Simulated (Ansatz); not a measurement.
The reference is AlSb in the zinc blende structure (space group F-43m, No. 216).

```yaml
crystal:
  lattice:
    - [0.00000, 3.11279, 3.11279]
    - [3.11279, 0.00000, 3.11279]
    - [3.11279, 3.11279, 0.00000]
  atoms:
    - { symbol: Sb, position: [0.75000, 0.75000, 0.75000] }
    - { symbol: Al, position: [0.00000, 0.00000, 0.00000] }
```

Cartesian axes are those of the cell as printed.

Method: PBE (Ansatz, a program for electronic structure), no SOC, earlier PAW set.

Free-standing slabs (2 atom(s) a layer) normal to [110] with 15 Å of vacuum; in-plane cell held at bulk.

One change was made to it. Results:

```csv
quantity,base,after
band gap,1.24 eV,0.79 eV
excess energy per area of both faces (slab less bulk energy over the cell's area: twice a surface energy),–,1.07 J/m²
```

### Question
Name the change that was made.
A. 3 layers
B. 6 layers
C. 2 layers
D. 4 layers
E. 5 layers

### Answer
D, 4 layers. For comparison, the band gap in the other runs: 2 layers gives 1.45 eV; 6 layers gives 0.72 eV; 3 layers gives zero; 5 layers gives 0.58 eV.

The excess energy carries the mismatch between the slab's and the bulk's meshes. Spin-orbit coupling, missing from the scalar runs, can matter with Sb. No phonon test of stability was made. All final runs are without spin polarisation. Gaps under 0.05 eV, about the width of the smearing, are given as zero. The zero or small gap of AlSb can change with the level of theory.
